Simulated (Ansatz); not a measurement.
**A defect in a wire: armchair graphene nanoribbon (N = 8, H edges), Mn in place of one C**

What does the defect do to the conductance?

Program: Ansatz 0.2.0. Level of theory: DFT PBE, plane waves, PAW; relaxation of a wire's period, in the first sound run; inputs show where later runs differ. Results are calculated unless marked as measured.

### 1. Starting point

The cell holds 20 atoms: 16 C and 4 H. Cell: a = 17.462 Å, b = 7.000 Å, c = 4.260 Å, α = 90.0°, β = 90.0°, γ = 90.0°. Vacuum lies along a and b. The structure's axis is c.

### 2. The relaxed wire

Band widths follow the bond lengths, so the wire is relaxed first. The atoms and the third cell vector are free; the box across stays fixed as vacuum. A Fermi-Dirac smearing is set since the result may be a metal. The pressure printed is a third of the stress's trace over the whole box, vacuum included; only the stress along the axis is relaxed.

File input.yaml:

```yaml
crystal:
  lattice:
    - [17.462, 0.0, 0.0]
    - [0.0, 7.0, 0.0]
    - [0.0, 0.0, 4.26]
  atoms:
    - { symbol: C, position: [0.253501728, 0.5, 0.0] }
    - { symbol: C, position: [0.394351124, 0.5, 0.0] }
    - { symbol: C, position: [0.53520052, 0.5, 0.0] }
    - { symbol: C, position: [0.676049915, 0.5, 0.0] }
    - { symbol: C, position: [0.253501728, 0.5, 0.333333333] }
    - { symbol: C, position: [0.394351124, 0.5, 0.333333333] }
    - { symbol: C, position: [0.53520052, 0.5, 0.333333333] }
    - { symbol: C, position: [0.676049915, 0.5, 0.333333333] }
    - { symbol: H, position: [0.799541111, 0.5, 0.374413146] }
    - { symbol: H, position: [0.200435231, 0.5, 0.458920188] }
    - { symbol: C, position: [0.323926426, 0.5, 0.5] }
    - { symbol: C, position: [0.464775822, 0.5, 0.5] }
    - { symbol: C, position: [0.605625218, 0.5, 0.5] }
    - { symbol: C, position: [0.746474613, 0.5, 0.5] }
    - { symbol: C, position: [0.323926426, 0.5, 0.833333333] }
    - { symbol: C, position: [0.464775822, 0.5, 0.833333333] }
    - { symbol: C, position: [0.605625218, 0.5, 0.833333333] }
    - { symbol: C, position: [0.746474613, 0.5, 0.833333333] }
    - { symbol: H, position: [0.200435231, 0.5, 0.874413146] }
    - { symbol: H, position: [0.799541111, 0.5, 0.958920188] }
kpoints:
  mp_grid: { grid: [1, 1, 19] }
scf:
  occupations: { method: fermi_dirac, width: 0.05 }
hamiltonian:
  xc: pbe
relax:
  cell: { fix: [a, b, alpha, beta, gamma] }
  max_steps: 60
```

Launch:

```sh
$ ansatz run input.yaml --threads 16 --pin off --max-ram 61440MiB --backend cuda --events-out ev --progress --plain --runs-dir out --max-vram 78GiB
```

Numbers of over 12 decimals in the logs are rounded to 6 here.

What it wrote:

```text
Engine: ansatz 0.2.0, aarch64-unknown-linux-gnu
Pseudopotentials: kind: paw
Pseudopotential: C, paw, valence charge 4, recommended cutoff 420 eV (normal), C.paw.azcp
Pseudopotential: H, paw, valence charge 1, recommended cutoff 420 eV (normal), H.paw.azcp
Functional definition: PBE
  parameter kappa = 0.804
  parameter beta = 0.066725
  exchange = pbe_x(kappa = kappa, mu = beta*pi^2/3)
  correlation = pbe_c(beta = beta)
device memory: the entry about to start is reckoned to put 12.1 GiB on a device that reports 182.5 GiB free (of which the cap on the GPU budget leaves the run 78.0 GiB)
GPU FFT provider: cuFFT
GPU libraries: cuBLAS 13.8.1, cuFFT 12.4.0, cuSOLVER 12.3.2
GPU matrix products: emulated (plane waves: as basis.precision tells), large ones in fixed point in workspaces of 1.00 GiB
Crystal: 20 atoms, lattice volume = 520.717 Å³
Basis set: ecut = 420 eV, 10167 PW (Γ), exchange–correlation on 240×96×60 points (8 copies of the dense FFT grid, shifted against one another)
Bands: 54, of which v1, the nominal top of the filled ones, is band 34 counted from 1 (33 counted from 0)
Symmetry: 8 space group operations
Space group: Pmma (ITA 51), of the structure as read, at distance tolerance 8.0e-5 Å
k-points: 10 of 19
Non-local potential: C, projectors of the file, l = 0: 2, l = 1: 2, l = 2: 1
Non-local potential: H, projectors of the file, l = 0: 2, l = 1: 1
PAW form: soft (Blöchl's): semilocal exchange-correlation on the pseudo side does not see the compensation charge
PAW one-centre angular grid: C, 110 points (default); XC on 64 Gauss nodes
PAW one-centre angular grid: H, 110 points (default); XC on 64 Gauss nodes
Initial density: superposition of atomic densities (neutral atoms: chi_scale 0, normalization atom), corrected by the library's trained network
Initial wavefunctions: pseudopotential atomic-orbital guess
GPU buffer pool allocated for 172800 grid points (all kernels)
GPU transforms: local potential and band sums: pruned to the plane-wave sphere, on 120×45×30
Functional: x = pbe(κ = 0.804, μ = 0.219515), c = pbe(β = 0.066725)
SCF iter   1: F=—  HF=-4078.057824 eV  |F-HF|=—  |Δ(HF+E_count)|=         —  Δρ=2.43e-3  dr2=1.16e-1  ethr=1.77e-3  ⟨swp⟩=9.8  Hψ=3200  notcnv=0  defer=84
preconditioner: auto → Resta (q_TF=auto, 1.943 Å⁻¹)  ε∞=1.9  [insulator: Δε(μ)=0.228 eV  Ē_g=14.173 eV  σ=0.050 eV  W_gap=0.81  n_scr=72 (ndim 8)  ℏωp=13.4 eV  f_vac=0.622  D(μ)=0.36/eV (n_scr^D=0)  ε∞_Penn≈1.9  vacuum switching on, ρ_ref=1.5e-2 e/Å³]
SCF iter   2: F=—  HF=-4078.039941 eV  |F-HF|=—  |Δ(HF+E_count)|=   1.79e-2  Δρ=2.02e-3  dr2=4.48e-2  ethr=1.71e-4  ⟨swp⟩=2.5  Hψ=885  notcnv=0  defer=121
SCF iter   3: F=—  HF=-4078.032817 eV  |F-HF|=—  |Δ(HF+E_count)|=   7.12e-3  Δρ=9.25e-4  dr2=5.66e-3  ethr=6.59e-5  ⟨swp⟩=2.0  Hψ=697  notcnv=0  defer=121
SCF iter   4: F=—  HF=-4078.033047 eV  |F-HF|=—  |Δ(HF+E_count)|=   2.30e-4  Δρ=3.13e-4  dr2=5.97e-4  ethr=8.32e-6  ⟨swp⟩=2.2  Hψ=731  notcnv=0  defer=121
SCF iter   5: F=—  HF=-4078.033577 eV  |F-HF|=—  |Δ(HF+E_count)|=   5.30e-4  Δρ=9.27e-5  dr2=3.65e-5  ethr=8.78e-7  ⟨swp⟩=2.0  Hψ=774  notcnv=0  defer=121
SCF iter   6: F=—  HF=-4078.033675 eV  |F-HF|=—  |Δ(HF+E_count)|=   9.75e-5  Δρ=2.83e-5  dr2=3.37e-6  ethr=5.37e-8  ⟨swp⟩=2.3  Hψ=885  notcnv=0  defer=121
SCF iter   7: F=—  HF=-4078.033676 eV  |F-HF|=—  |Δ(HF+E_count)|=   1.31e-6  Δρ=6.04e-6  dr2=1.86e-7  ethr=4.96e-9  ⟨swp⟩=2.3  Hψ=717  notcnv=0  defer=121
SCF iter   8: F=-4078.033676 eV  HF=-4078.033676 eV  |F-HF|=4.23e-8  |Δ(HF+E_count)|=   7.71e-8  Δρ=2.48e-6  dr2=2.65e-8  ethr=1.47e-10  ⟨swp⟩=5.0  Hψ=1769  notcnv=0
SCF 1 converged in 8 iterations: F = -4078.033676 eV  dr2 = 2.65e-8
  greatest PAW one-centre occupation: 0.674 electrons in one spin orbital (limit 2), on the C atom at site 16 (counted from 0), in its partial waves of l = 0
relax step   1: F+E_penalty+E_count = -4078.03367619 eV  Δ(F+E_penalty+E_count) = +0.000e0 eV  max|allowed force component| = 2.438e0 eV/Å  Δτ_max = 0.0000 Å  P = +0.529 GPa  Ω = 520.717 Å³  fix = [a, b, alpha, beta, gamma]  reactions: a +0.604, b +0.105 GPa  (8 SCF iters, dr2 threshold 1.00e-7 eV, accepted)
device memory: the entry about to start is reckoned to put 12.0 GiB (of the 12.1 GiB reckoned in all, the device holds 0.1 GiB already) on a device that reports 182.3 GiB free (of which the cap on the GPU budget leaves the run 77.9 GiB)
GPU FFT provider: cuFFT
GPU libraries: cuBLAS 13.8.1, cuFFT 12.4.0, cuSOLVER 12.3.2
GPU matrix products: emulated (plane waves: as basis.precision tells), large ones in fixed point in workspaces of 1.00 GiB
Crystal: 20 atoms, lattice volume = 524.489 Å³
Basis set: ecut = 420 eV, 10275 PW (Γ), exchange–correlation on 240×96×60 points (8 copies of the dense FFT grid, shifted against one another)
Initial density: handed on by an earlier stage of this run
Initial wavefunctions: those handed on with the density
GPU buffer pool allocated for 172800 grid points (all kernels)
GPU transforms: local potential and band sums: pruned to the plane-wave sphere, on 120×45×30
iter 1 solved again at ethr=1.19e-4 eV; its pass at ethr=3.10e-3 eV (dr2=8.06e-2 eV) is discarded
SCF iter   1: F=—  HF=-4078.251709 eV  |F-HF|=—  |Δ(HF+E_count)|=         —  Δρ=4.59e-3  dr2=8.43e-2  ethr=1.19e-4  ⟨swp⟩=5.5  Hψ=2364  notcnv=0
preconditioner: auto → Resta (q_TF=auto, 1.941 Å⁻¹)  ε∞=1.9  [insulator: Δε(μ)=0.232 eV  Ē_g=13.878 eV  σ=0.050 eV  W_gap=0.82  n_scr=72 (ndim 8)  ℏωp=13.4 eV  f_vac=0.627  D(μ)=0.35/eV (n_scr^D=0)  ε∞_Penn≈1.9  vacuum switching on, ρ_ref=1.4e-2 e/Å³]
SCF iter   2: F=—  HF=-4078.232630 eV  |F-HF|=—  |Δ(HF+E_count)|=   1.91e-2  Δρ=1.94e-3  dr2=1.50e-2  ethr=1.19e-4  ⟨swp⟩=2.7  Hψ=980  notcnv=0
SCF iter   3: F=—  HF=-4078.231381 eV  |F-HF|=—  |Δ(HF+E_count)|=   1.25e-3  Δρ=9.07e-4  dr2=5.04e-3  ethr=2.20e-5  ⟨swp⟩=2.2  Hψ=868  notcnv=0  defer=1
SCF iter   4: F=—  HF=-4078.230830 eV  |F-HF|=—  |Δ(HF+E_count)|=   5.51e-4  Δρ=3.08e-4  dr2=4.23e-4  ethr=7.41e-6  ⟨swp⟩=2.1  Hψ=682  notcnv=0  defer=1
SCF iter   5: F=—  HF=-4078.231030 eV  |F-HF|=—  |Δ(HF+E_count)|=   2.00e-4  Δρ=9.67e-5  dr2=3.02e-5  ethr=6.22e-7  ⟨swp⟩=2.1  Hψ=752  notcnv=0  defer=1
SCF iter   6: F=-4078.231039 eV  HF=-4078.231039 eV  |F-HF|=6.45e-7  |Δ(HF+E_count)|=   8.90e-6  Δρ=2.08e-5  dr2=1.70e-6  ethr=2.94e-9  ⟨swp⟩=3.8  Hψ=2075  notcnv=0
SCF 2 converged in 6 iterations: F = -4078.231039 eV  dr2 = 1.70e-6
  greatest PAW one-centre occupation: 0.676 electrons in one spin orbital (limit 2), on the C atom at site 17 (counted from 0), in its partial waves of l = 0
[...]
relax step   6: F+E_penalty+E_count = -4078.24719173 eV  Δ(F+E_penalty+E_count) = -1.921e-6 eV  max|allowed force component| = 8.645e-4 eV/Å  Δτ_max = 0.0008 Å  P = +0.032 GPa  Ω = 525.115 Å³  energy of the carried Pulay correction = -4.505e-3 eV  fix = [a, b, alpha, beta, gamma]  reactions: a +0.003, b +0.094 GPa  (5 SCF iters, dr2 threshold 7.51e-9 eV, accepted)
device memory: the entry about to start is reckoned to put 12.1 GiB on a device that reports 182.4 GiB free (of which the cap on the GPU budget leaves the run 78.0 GiB)
GPU FFT provider: cuFFT
GPU libraries: cuBLAS 13.8.1, cuFFT 12.4.0, cuSOLVER 12.3.2
GPU matrix products: emulated (plane waves: as basis.precision tells), large ones in fixed point in workspaces of 1.00 GiB
Initial wavefunctions: pseudopotential atomic-orbital guess (no wavefunctions were taken with the density)
GPU buffer pool allocated for 172800 grid points (all kernels)
GPU transforms: local potential and band sums: pruned to the plane-wave sphere, on 120×45×30
iter 1 solved again at ethr=3.95e-7 eV; its pass at ethr=3.10e-3 eV (dr2=2.68e-4 eV) is discarded
SCF iter   1: F=—  HF=-4078.250552 eV  |F-HF|=—  |Δ(HF+E_count)|=         —  Δρ=4.96e-5  dr2=9.11e-7  ethr=3.95e-7  ⟨swp⟩=12.9  Hψ=6568  notcnv=0  defer=1
preconditioner: auto → Resta (q_TF=auto, 1.941 Å⁻¹)  ε∞=1.9  [insulator: Δε(μ)=0.256 eV  Ē_g=13.888 eV  σ=0.050 eV  W_gap=0.86  n_scr=72 (ndim 8)  ℏωp=13.4 eV  f_vac=0.625  D(μ)=0.28/eV (n_scr^D=0)  ε∞_Penn≈1.9  vacuum switching on, ρ_ref=1.4e-2 e/Å³]
SCF iter   2: F=—  HF=-4078.251275 eV  |F-HF|=—  |Δ(HF+E_count)|=   7.23e-4  Δρ=2.51e-5  dr2=2.27e-7  ethr=1.34e-9  ⟨swp⟩=3.0  Hψ=1057  notcnv=0  defer=1
SCF iter   3: F=—  HF=-4078.251573 eV  |F-HF|=—  |Δ(HF+E_count)|=   2.98e-4  Δρ=3.05e-6  dr2=2.33e-8  ethr=3.33e-10  ⟨swp⟩=2.5  Hψ=850  notcnv=0  defer=1
SCF iter   4: F=—  HF=-4078.251580 eV  |F-HF|=—  |Δ(HF+E_count)|=   6.75e-6  Δρ=7.23e-7  dr2=4.98e-9  ethr=3.42e-11  ⟨swp⟩=2.0  Hψ=729  notcnv=0  defer=1
SCF iter   5: F=—  HF=-4078.251580 eV  |F-HF|=—  |Δ(HF+E_count)|=   4.19e-8  Δρ=4.38e-7  dr2=9.64e-10  ethr=7.32e-12  ⟨swp⟩=2.0  Hψ=629  notcnv=0  defer=1
SCF iter   6: F=-4078.251580 eV  HF=-4078.251580 eV  |F-HF|=1.98e-10  |Δ(HF+E_count)|=   6.58e-9  Δρ=1.09e-7  dr2=8.47e-11  ethr=1.00e-12  ⟨swp⟩=21.7  Hψ=3831  notcnv=0
SCF 7 converged in 6 iterations: F = -4078.251580 eV  dr2 = 8.47e-11
relax step   7: F+E_penalty+E_count = -4078.25157967 eV  Δ(F+E_penalty+E_count) = -4.388e-3 eV  max|allowed force component| = 7.408e-4 eV/Å  Δτ_max = 0.0000 Å  P = +0.043 GPa  Ω = 525.115 Å³  fix = [a, b, alpha, beta, gamma]  reactions: a +0.001, b +0.116 GPa  stress off target by 1.21e-2 GPa on what of the cell is left free  SCF on the basis re-selected at this cell (its energy is not comparable with the rows above)  (6 SCF iters)
basis re-selected at this cell: Δ(F+E_penalty+E_count) = -4.388e-3 eV, ΔP = +0.010 GPa vs the last step (what re-selecting the basis moved, of the pressure what is left beyond the Pulay correction that the steps carried, after the strain that the cell walked since its last selection, with what the two solves' SCF thresholds leave and, on support functions, any second-order correction that the steps lacked; it is no m [...]
SCF converged after 6 iterations
Free energy (F): -4078.251580 eV
Harris-Foulkes:  -4078.251580 eV  (|F-HF|=1.98e-10)
Internal energy: -4078.248821 eV  (E = F + TS)
E sigma→0 (E₀):  -4078.250200 eV
Entropy (-TS):   -0.002759 eV (-0.138 meV/atom)
Fermi energy:    -0.805484 eV
--- Per-component energies (eV) ---
  E_band       = -659.093060
  E_kinetic    = 1505.387339
  E_local      = -13607.470350  (includes V_loc(G=0)·N_el)
  E_nonlocal   = 443.821245
  E_hartree    = 6052.631225
  E_xc         = -802.214442
  E_vxc        = -994.607219  (∫ρ·V_xc dr)
  E_paw        = -1591.635757  (= ΣΔE_a)
  E_vpaw       = -111.481114  (= ΣTr[D̂ρ^β])
  E_aug_tail   = -0.005428  (compensation charges beyond the density's cutoff)
  E_ewald      = 3921.237348
  E_smearing   = -0.002759  (= −TS)
  E_closure    = 0.000000  (closes the sum)
  Σ components = -4078.251580   (vs F -4078.251580, Δ=0.00e0)
--- Forces (eV/Å), atoms counted from 1 ---
  atom   1  C     -0.00066650    -0.00000000     0.00050500
  atom   2  C     -0.00025561     0.00000000    -0.00067421
  atom   3  C      0.00033478     0.00000000    -0.00065270
  atom   4  C      0.00003287     0.00000000    -0.00058231
  atom   5  C     -0.00066650     0.00000000    -0.00050500
  atom   6  C     -0.00025561    -0.00000000     0.00067421
  atom   7  C      0.00033478    -0.00000000     0.00065270
  atom   8  C      0.00003287    -0.00000000     0.00058231
  atom   9  H     -0.00074085    -0.00000000     0.00023797
  atom  10  H      0.00074085     0.00000000    -0.00023797
  atom  11  C     -0.00003287     0.00000000    -0.00058231
  atom  12  C     -0.00033478     0.00000000    -0.00065270
  atom  13  C      0.00025561     0.00000000    -0.00067421
  atom  14  C      0.00066650    -0.00000000     0.00050500
  atom  15  C     -0.00003287    -0.00000000     0.00058231
  atom  16  C     -0.00033478    -0.00000000     0.00065270
  atom  17  C      0.00025561    -0.00000000     0.00067421
  atom  18  C      0.00066650     0.00000000    -0.00050500
  atom  19  H      0.00074085    -0.00000000     0.00023797
  atom  20  H     -0.00074085     0.00000000    -0.00023797
  max |Σ_I F_I| component: 1.08e-19 eV/Å
--- Stress (GPa, compression-positive) ---
        0.000876      -0.000000      -0.000000
       -0.000000       0.115837      -0.000000
       -0.000000      -0.000000       0.012123
  P = ⅓ Tr σ = 0.0429 GPa (0.429 kbar)
--- Band table (eV; the first three rows and the last of 10) ---
  k-point 0: bands = [... 30 lower, -2.8645, -2.6767, -2.0432, -0.9333, -0.6776, 0.3065, 0.7949, 1.1544, ... 16 higher]
  k-point 1: bands = [... 30 lower, -2.9718, -2.6821, -2.1740, -1.2423, -0.3760, 0.4480, 0.9241, 1.1371, ... 16 higher]
  k-point 2: bands = [... 30 lower, -3.2553, -2.7047, -2.4922, -1.6547, 0.0149, 0.8023, 1.0903, 1.2723, ... 16 higher]
  k-point 9: bands = [... 30 lower, -4.6939, -4.3944, -3.5068, -3.3438, 1.2022, 1.3898, 2.6657, 3.0454, ... 16 higher]
--- Relaxed structure (6 steps of the walk, 6 accepted, 1 SCFs on fresh bases) ---
  F+E_penalty+E_count = -4078.25157967 eV   max|allowed force component| = 7.408e-4 eV/Å   (the final SCF, on the basis selected at the relaxed cell)
  cell:  # Å, volume = 525.1155 Å³
    - [17.462, 0, 0]
    - [0, 7.0, 0]
    - [0, 0, 4.295985]
  atoms:
    - { symbol: C, position: [0.254433, 0.500000, 0.00721839] }
    - { symbol: C, position: [0.393957, 0.500000, -0.000120094] }
    - { symbol: C, position: [0.535233, 0.500000, 0.000615228] }
    - { symbol: C, position: [0.676547, 0.500000, -0.000618285] }
    - { symbol: C, position: [0.254433, 0.500000, 0.326115] }
    - { symbol: C, position: [0.393957, 0.500000, 0.333453] }
    - { symbol: C, position: [0.535233, 0.500000, 0.332718] }
    - { symbol: C, position: [0.676547, 0.500000, 0.333952] }
    - { symbol: H, position: [0.800421, 0.500000, 0.387504] }
    - { symbol: H, position: [0.199556, 0.500000, 0.445829] }
    - { symbol: C, position: [0.323430, 0.500000, 0.499382] }
    - { symbol: C, position: [0.464743, 0.500000, 0.500615] }
    - { symbol: C, position: [0.606019, 0.500000, 0.499880] }
    - { symbol: C, position: [0.745543, 0.500000, 0.507218] }
    - { symbol: C, position: [0.323430, 0.500000, 0.833952] }
    - { symbol: C, position: [0.464743, 0.500000, 0.832718] }
    - { symbol: C, position: [0.606019, 0.500000, 0.833453] }
    - { symbol: C, position: [0.745543, 0.500000, 0.826115] }
    - { symbol: H, position: [0.199556, 0.500000, 0.887504] }
    - { symbol: H, position: [0.800421, 0.500000, 0.945829] }
```

Run time: 3 s. Hardware: 1 × NVIDIA GB200 with 16 threads of Arm Neoverse V2, shared host; peak memory 1.2 GiB; 12 s of CPU time.

The steps of the relaxation:

```
step  energy less that of the first step (eV)  largest force component (eV/Å)  pressure (GPa)  volume (Å³)
   1                                   0.0000                          2.4377            0.53       520.72
   2                                  -0.1974                          0.7439            0.15       524.49
   3                                  -0.2134                          0.0457            0.07       525.02
   4                                  -0.2135                          0.0143            0.03       525.13
   5                                  -0.2135                          0.0110            0.04       525.10
   6                                  -0.2135                          0.0009            0.03       525.12
  7*                                  -0.2179                          0.0007            0.04       525.12
```

Relaxation steps marked * repeat the geometry before them on a plane-wave basis chosen anew for their cell, so energy and pressure can jump there.

The run keeps the 8 symmetry operations that it works with, so distortions that break them were not tested.

```
cell as run  before  after  change
      c (Å)   4.260  4.296  +0.8 %
```

The atoms that moved most (Å, along periodic axes as changes of fractional coordinates times the final cell, across vacuum about the mean position):

```
atom      dx     dy      dz  length
 H10  -0.015  0.000  -0.056   0.058
 H20   0.015  0.000  -0.056   0.058
 H19  -0.015  0.000   0.056   0.058
  H9   0.015  0.000   0.056   0.058
  C1   0.016  0.000   0.031   0.035
  C5   0.016  0.000  -0.031   0.035
 C14  -0.016  0.000   0.031   0.035
 C18  -0.016  0.000  -0.031   0.035
```

Final coordinates:

```cif
data_structure
_symmetry_space_group_name_H-M 'P 1'
_symmetry_Int_Tables_number 1
_cell_length_a 17.4620
_cell_length_b 7.0000
_cell_length_c 4.2960
_cell_angle_alpha 90.000
_cell_angle_beta 90.000
_cell_angle_gamma 90.000
_cell_volume 525.12
loop_
_atom_site_label
_atom_site_type_symbol
_atom_site_fract_x
_atom_site_fract_y
_atom_site_fract_z
_atom_site_occupancy
C1 C 0.25443 0.50000 0.00722 1
C2 C 0.39396 0.50000 0.99988 1
C3 C 0.53523 0.50000 0.00062 1
C4 C 0.67655 0.50000 0.99938 1
C5 C 0.25443 0.50000 0.32611 1
C6 C 0.39396 0.50000 0.33345 1
C7 C 0.53523 0.50000 0.33272 1
C8 C 0.67655 0.50000 0.33395 1
H9 H 0.80042 0.50000 0.38750 1
H10 H 0.19956 0.50000 0.44583 1
C11 C 0.32343 0.50000 0.49938 1
C12 C 0.46474 0.50000 0.50062 1
C13 C 0.60602 0.50000 0.49988 1
C14 C 0.74554 0.50000 0.50722 1
C15 C 0.32343 0.50000 0.83395 1
C16 C 0.46474 0.50000 0.83272 1
C17 C 0.60602 0.50000 0.83345 1
C18 C 0.74554 0.50000 0.82611 1
H19 H 0.19956 0.50000 0.88750 1
H20 H 0.80042 0.50000 0.94583 1
```

Numbers from this step:

```yaml
energy_at_zero_smearing: -4078.2502 eV
cell_length_along_the_wire: 4.296 Å
```

The cell's length comes to 4.296 Å with spin left out.

(Continued in part 2 of 4.)

[Logs are printed without paths, hosts, clocks, repeated set-up lines and the standing remarks that a program may print on its own settings, such as how far it seeks lower states.]

[Hosts, paths, dates, database ids (printed as entryN), source tags and the programs' standing remarks are cut or masked in the printed files.]
